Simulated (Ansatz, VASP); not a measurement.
# BaHfO3: VASP beside Ansatz

Contents of POSCAR:

```
BaHfO3
1.0
    4.3491452601      0.0000000000      0.0000000000
    0.0000000000      4.3491452601      0.0000000000
    0.0000000000      0.0000000000      4.3491452601
Ba Hf O
1 1 3
Direct
    0.5000000000      0.5000000000      0.9980043580
    0.0000000000      0.0000000000      0.4980043580
    0.0000000000      0.5000000000      0.4980043580
    0.5000000000      0.0000000000      0.4980043580
    0.0000000000      0.0000000000      0.9980043580
```

The input INCAR.step1:

```
ALGO = Normal ; EDIFF = 1E-4
ENCUT = 520 ; GGA = PE
ISMEAR = 0 ; LASPH = True
LCHARG = False ; LREAL = False
LWAVE = True ; NBANDS = 27
NELM = 60 ; PREC = Accurate
SIGMA = 0.01
```

INCAR.step2

```
ALGO = Normal ; EDIFF = 1E-6
ENCUT = 520 ; ISIF = 2
ISMEAR = 0 ; ISTART = 1
LASPH = True ; LCHARG = False
LMIXTAU = True ; LREAL = False
LWAVE = False ; METAGGA = R2SCAN
NBANDS = 27 ; NELM = 60
PREC = Accurate ; SIGMA = 0.01
```

File KPOINTS:

```
k-points
0
Gamma
  6 6 6
```

Input for Ansatz:

```yaml
crystal:
  lattice:
    - [4.3491452601, 0.0, 0.0]
    - [0.0, 4.3491452601, 0.0]
    - [0.0, 0.0, 4.3491452601]
  atoms:
    - { symbol: Ba, position: [0.5, 0.5, 0.998004358] }
    - { symbol: Hf, position: [0.0, 0.0, 0.498004358] }
    - { symbol: O, position: [0.0, 0.5, 0.498004358] }
    - { symbol: O, position: [0.5, 0.0, 0.498004358] }
    - { symbol: O, position: [0.0, 0.0, 0.998004358] }
kpoints:
  mp_grid: { grid: [6, 6, 6] }
  band_path:
    path:
      - [0.0, 0.0, 0.0]
      - [0.0, 0.5000001203, 0.0]
      - [0.5000001203, 0.5000001203, 0.0]
      - [0.5000001203, 0.5000001203, 0.4999997595]
      - [0.489583, -0.5, -0.5]
    npoints: 1
hamiltonian:
  xc: r2scan
scf:
  occupations: { method: fixed }
  n_extra_bands: 5
output:
  forces: true
  stress: true
  eigenvalues: true
```

Change from the starting cell: hydrostatic strain +4.1%.

Alike in both runs: task single point; functional r2SCAN; k mesh 6 × 6 × 6; no spin polarisation.

|  | VASP | Ansatz |
| --- | --- | --- |
| version | VASP 6.6.1 | Ansatz 0.2.0 |
| potentials or method | VASP PAW PBE potentials, release 64 (Ba_sv, Hf_pv, O) | plane waves, PAW |
| plane-wave cutoff (eV) | 520 | 500 |
| occupations | gaussian, width 0.01 eV | fixed |
| valence electrons in the cell | 38 | 54 |

Ansatz gave:

```
gap on the k mesh at the Fermi level (eV) : 3.89
pressure (GPa)                            : -15.9
```

What did VASP give for the same quantities?

gap on the k mesh at the Fermi level (eV): 3.81; pressure (GPa): -16.6.

The two sets of potentials don't hold the same shells in valence.

Caveats: so large a pressure means that the cell lies far from this level's equilibrium, or that cutoff or potentials fall short (VASP); the potentials were made for another functional, which shifts forces and pressure (VASP); spin-orbit coupling is left out, which moves the levels of the heavy elements. A k mesh can miss the band edges.
